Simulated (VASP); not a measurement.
A run of VASP 6.6.1 is set up as follows.

INCAR

```
PREC = Accurate ; ENCUT = 520
EDIFF = 1E-7 ; ISMEAR = 0
SIGMA = 0.1 ; LREAL = F
LASPH = T ; NELM = 100
ALGO = Fast ; ISIF = 2
LWAVE = F ; LCHARG = T
GGA = PE ; LELF = T
LVHAR = T ; NBANDS = 30
```

Contents of KPOINTS:

```
regular mesh
0
Gamma
  10 10 10
```

POSCAR

```
Ga3N
1.0
    4.1817399769      0.0000000000      0.0000000000
    0.0000000000      4.1817399769      0.0000000000
    0.0000000000      0.0000000000      4.1817399769
Ga N
3 1
Direct
    0.0000000000      0.5000000000      0.5000000000
    0.5000000000      0.0000000000      0.5000000000
    0.5000000000      0.5000000000      0.0000000000
    0.0000000000      0.0000000000      0.0000000000
```

Potentials or basis: VASP PAW PBE potentials, release 64 (Ga_d, N).

Command:

```console
$ cat potpaw_PBE.64/Ga_d/POTCAR potpaw_PBE.64/N/POTCAR > POTCAR
$ mpirun -np 1 vasp_std > vasp.out
```

Task: What does it give for the band gap on the k mesh?

Result: None (metal or under the smearing width).

Task: What does it give for the pressure?

Result: -8.0 GPa.
